Black phosphorus: does LDA make stiffer bonds?

What seems obvious

Short bonds are usually strong bonds, and strong bonds are stiff. LDA is known to bind too tightly, so a crystal computed with it should be both smaller and harder to compress than the same crystal computed with PBE. The results for black phosphorus seem to bear this out.

GPAW 26.7.0 plane-wave PAW DFT for black phosphorus (Cmce, 4-atom cell), without spin polarisation, spin–orbit coupling or an added dispersion correction; 600 eV cutoff, 5 × 5 × 4 k mesh, Fermi–Dirac smearing of 0.05 eV. The fits use energies at seven volumes, 0.94 to 1.06 times that of the given cell, with cell shape and fractional coordinates fixed.

```
functional                                           potentials  equilibrium volume (Å³/atom)  bulk modulus (GPa)  bulk modulus slope
       LDA                                          JTH-PAW-2.0                        19.894               80.00               4.390
       PBE  PAW-data-sets-made-by gpaw-setup-for-the-functional                        21.144               68.60               4.310
  BEEF-vdW                 GPAW-PAW-data-sets-(gpaw-data-1.2.1)                        21.176               68.60               4.510
   C09-vdW                 GPAW-PAW-data-sets-(gpaw-data-1.2.1)                        20.597               75.20               4.410
 vdW-DF-cx                 GPAW-PAW-data-sets-(gpaw-data-1.2.1)                        20.725               73.70               4.420
```

BEEF-vdW, C09-vdW and vdW-DF-cx contain nonlocal correlation of their own; no separate dispersion correction was added to any functional. Equilibrium volume is the volume per atom at which the energy is lowest. Bulk modulus is the resistance to compression at that volume, and bulk modulus slope is the rate at which this resistance grows with pressure. From LDA to PBE the volume rises by 6% and the modulus falls by 14%. C09-vdW lies between them in both respects.

The cell was scaled without any change of shape, so the covalent bonds and the gaps between the layers stretch in proportion. In the real crystal the soft gaps can close first, so its bulk modulus is expected to be well below these values. The moduli here describe a constrained crystal and should not be used as the compressibility of the material.

First explanation: LDA has stiffer bonds

If LDA made the crystal intrinsically stiffer, it should stay the stiffest when every functional is given the same atomic positions. The table does not make that comparison, because each modulus belongs to a different volume. The energies of the same runs allow it: their curvature gives the modulus at 20.46 Å³ per atom, the volume of the given cell.

There LDA gives 71 GPa, C09-vdW 78 GPa and PBE 79 GPa. LDA has become the softest of all five functionals. The explanation by stiffer bonds therefore fails, and what has to be explained is how a functional that is softer at equal volume can have the highest modulus at its own minimum.

Part of the answer is that a crystal stiffens when squeezed and softens when stretched. The repulsion between neighbouring atoms rises steeply on compression, while the attraction flattens out on expansion. At the common volume the LDA crystal is stretched beyond its minimum and the PBE crystal is squeezed below its own. The table reads LDA at a small volume, where it is stiff, and PBE at a large one, where it is soft.

Second explanation: a constant outward push

Suppose that another functional adds to the LDA energy a term whose only effect is a constant outward pressure. The crystal then expands until LDA's inward pull balances the push. A constant pressure has no slope, so the modulus at the new volume is simply that of LDA stretched so far. With V₀, B₀ and B′ for LDA's equilibrium volume, bulk modulus and bulk modulus slope, the Murnaghan equation gives

B_LDA(V) = B₀ (V₀/V)^B′

At the PBE volume this yields 61 GPa, whereas the table has 68.6 GPa. The direction is right, but the fall is about 7 GPa too large, and the other three functionals miss by similar amounts. A change of volume alone explains too much.

Third explanation: a push that fades

The push need not be constant. The stresses computed in the LDA and PBE runs show it directly: at equal volume, PBE has the higher outward pressure, by 5.2 GPa in the most compressed cell and by 4.2 GPa in the most expanded one. Over this range the extra pressure p falls nearly as the inverse square of the volume,

p ∝ V^(−n), with n = 1.9

A push that weakens on expansion acts like an additional spring. If the crystal is squeezed, the push grows and resists; if it is stretched, the push drops and lets the crystal return. Since the modulus is −V times the slope of the pressure, the spring contributes n times p:

B(V) = B_LDA(V) + n p

The push thus does two opposite things. It moves the crystal to a larger volume, where LDA's own stiffness is lower, and it adds some stiffness of its own. For a small push the net change is

change of B = −(B′ − n) p

With B′ = 4.4 and n = 1.9 the loss wins, but almost half of it is paid back. This is why PBE is stiffer than LDA at equal volume and yet softer at its own minimum.

A worked case: C09-vdW

The exponent n came from the stresses of LDA and PBE, so C09-vdW had no part in it. Only its equilibrium volume, 20.60 Å³ per atom, is taken from the table.

Stretched to that volume, LDA has the modulus

B_LDA = 80.0 × (19.894/20.597)^4.39 = 68.7 GPa

The push needed to hold the crystal there equals LDA's inward pull,

p = (80.0/4.39) × [1 − (19.894/20.597)^4.39] = 2.58 GPa

and the modulus follows as

B = 68.7 + 1.91 × 2.58 = 73.6 GPa

The table has 75.2 GPa, so the estimate is 2% low, while the constant push would be 9% low. For PBE the fading push comes within 1 GPa, but that is mainly a check of consistency, since PBE's own stresses supplied n. The output printed after the text gives the other functionals.

The model does less well on the differences among the four functionals other than LDA. From C09-vdW to BEEF-vdW it gives a fall of 4.4 GPa where the table has 6.6 GPa. To match C09-vdW exactly, its push would have to fade with an exponent of about 2.5. The energies of the runs show that it does: the difference between the C09-vdW and LDA energies, followed from volume to volume, gives a push that fades with about this exponent, faster than that of PBE. One exponent for all functionals is therefore only an approximation. The moduli come from the same energies, so this locates the error of the model and is not a separate test of it.

Where the push comes from

The numbers establish that the push exists and that it fades; its origin has to be argued from theory. LDA treats each point of the crystal as if the density around it were uniform. PBE also looks at how fast the density changes, and its exchange energy is lower where the density varies strongly compared with its own size. When the crystal expands, density drains from the regions between the atoms and becomes more uneven there. This lowers the PBE energy relative to LDA as the volume grows. The gradient part of PBE's correlation works the other way, but it is expected to cancel only some of the effect, and the computed PBE energy does drop relative to that of LDA. An energy difference that drops with volume is an extra outward pressure.

That the push must fade in the end follows even without this picture. Once the atoms are far apart, each functional gives the energy of separate atoms, and the difference between two functionals no longer depends on the volume. Its slope, which is the push, must die out on the way. The stresses show that this decline is already under way near equilibrium.

C09-vdW has an exchange part that responds only weakly to the small gradients typical of bonded regions. Its exchange is therefore expected to push less than that of PBE. This alone does not place its volume between LDA and PBE, because PBE's push is already reduced by the gradient part of its correlation, which C09-vdW lacks. In its place C09-vdW adds to LDA's correlation a nonlocal part that includes dispersion and is also expected to pull inward. The weaker push probably needs both parts, and no run uses the exchange without the nonlocal part.

It is tempting to credit dispersion with pulling the C09-vdW crystal together. BEEF-vdW shows that nonlocal correlation is not enough to give a small volume: it too has such a part, though of another version and paired with another exchange, yet its volume is practically that of PBE. Dispersion may still have a share in the C09-vdW result, but these runs cannot separate it from the change of exchange. With the gaps tied to the bonds, these volumes are no test of how strongly the layers attract one another.

How far the numbers can be trusted

The weakest link is the LDA row, from which every estimate starts. It uses a different family of atomic data sets from the other rows, and a warning says that its set was cut short. Its energies lie less smoothly on their fitted curve than those of the other rows, and its stresses do not quite agree with them. At the common volume the fading push predicts that PBE is stiffer than LDA by 8.9 GPa, whereas the energies give 8.2 GPa. How much of the push itself is due to the data sets has not been tested.

The reversal at equal volume is much larger than this disagreement. At equal volume the other four functionals differ much less from one another. Those differences deserve less weight, because the k mesh is coarse and PBE uses data sets made for it while the three nonlocal functionals use a ready-made set. The program also warned about the oblique angle of the cell, which is the same in every run, and its effect is unknown.

For practical work, two computed bulk moduli should be compared at the same volume before one functional is said to make stiffer bonds. If the moduli at the separate minima are compared instead, the difference mixes the stiffness of the bonds with how far each functional has stretched them.

Printed output of the fit:

```
Moduli at the common volume 20.458 A^3/atom, and bond length at each minimum:
        row  from raw energies (GPa)  from fitted constants (GPa)  shortest bond at minimum (A)
        LDA                    70.94                        70.77                         2.185
        PBE                    79.15                        79.08                         2.229
   BEEF-vdW                    80.37                        80.15                         2.231
    C09-vdW                    77.88                        77.49                          2.21
  vdW-DF-cx                    78.41                        78.05                         2.215
Extra outward pressure of PBE over LDA at 0.94 of the common volume, from stresses (GPa): 5.245
The same at the common volume (GPa): 4.653
The same at 1.06 of the common volume (GPa): 4.169
Extra pressure at the common volume from the fitted energy curves instead (GPa): 4.536
Exponent n with which the extra pressure fades with volume: 1.911
PBE less LDA modulus at the common volume, from raw energies (GPa): 8.213
The same expected from the fading pressure, n times p (GPa): 8.893
Moduli at each minimum predicted from the LDA curve:
        row  extra pressure needed (GPa)  constant push (GPa)  fading push (GPa)  miss constant (GPa)  miss fading (GPa)
        LDA                            0                   80                 80                    0                  0
        PBE                        4.277                61.22               69.4               -7.378             0.7974
   BEEF-vdW                         4.37                60.82              69.17               -7.783             0.5687
    C09-vdW                        2.577                68.69              73.61               -6.512             -1.587
  vdW-DF-cx                        2.997                66.85              72.57               -6.855             -1.128
PBE less LDA equilibrium volume (A^3/atom): 1.25
PBE volume above LDA volume (%): 6.283
PBE modulus below LDA modulus (%): 14.25
Fall of modulus from C09-vdW to BEEF-vdW, table (GPa): 6.6
The same fall, fading push (GPa): 4.444
```
